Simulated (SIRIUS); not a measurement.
BP:

```
CELL_PARAMETERS angstrom
3.19814 0.00000 0.00000
-1.59907 2.76967 0.00000
0.00000 0.00000 6.97390
ATOMIC_POSITIONS crystal
B 0.66667 0.33333 0.00000
B 0.33333 0.66667 0.50000
P 0.33333 0.66667 0.00000
P 0.00000 0.00000 0.50000
```

The cell was built by a generator and needn't be a form met in nature.

Program: SIRIUS 7.10.0. Alike in all runs: task single point; potentials or basis PseudoDojo 0.4.1 PBE standard (scalar relativistic); no spin polarisation; cell as given; k mesh 7 × 7 × 3; cutoff (eV) 1054; smearing fermi-dirac 0.05 eV.

Order these runs on this cell by their pressure, lowest first.
A. level LDA; libxc names ["XC_LDA_X", "XC_LDA_C_PW"]
B. level XLYP; libxc names ["XC_GGA_XC_XLYP"]
C. level RPBE; libxc names ["XC_GGA_X_RPBE", "XC_GGA_C_PBE"]

A (0.9 GPa), C (3.6 GPa), B (6.3 GPa).

Caveats: the potentials were made for another functional, which shifts forces and pressure; this functional lacks dispersion, which binds the layers, so the pressure and a relaxed spacing across them are unreliable (some runs).
